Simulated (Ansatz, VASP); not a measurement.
# I in VASP and in Ansatz

```
I
1.0
     0.04516    2.34955    3.89697
     2.22281    0.04624    3.89432
     2.26628    2.38544    0.00361
I
1
Direct
  0.00089 0.00585 0.00117
```

Change from the starting cell: cell strained at random at fixed volume.

Alike in both runs: task single point; functional PBE; k mesh 9 × 9 × 9; occupations fermi-dirac, width 0.05 eV; no spin polarisation.

|  | VASP | Ansatz |
| --- | --- | --- |
| version | VASP 6.6.1 | Ansatz 0.2.0 |
| potentials or method | VASP PAW PBE potentials, release 64 (I) | Ansatz PAW |
| plane-wave cutoff (eV) | 520 | 420 |
| valence electrons in the cell | 7 | 17 |

```tsv
	VASP	Ansatz	Ansatz less VASP
gap on the k mesh at the Fermi level (eV)	none	none	-
pressure (GPa)	0.4	0.5	+0.03
largest component of the traceless stress (GPa)	1.43	1.39	-0.040
```

A gap of «none» marks a metal or a gap that the smearing closes. The two sets of potentials don't hold the same shells in valence.

Caveats: an odd number of electrons without spin polarisation forces a metal; a magnetic or distorted state may lie lower. The runs have no spin-orbit coupling, so splittings on I are missing.
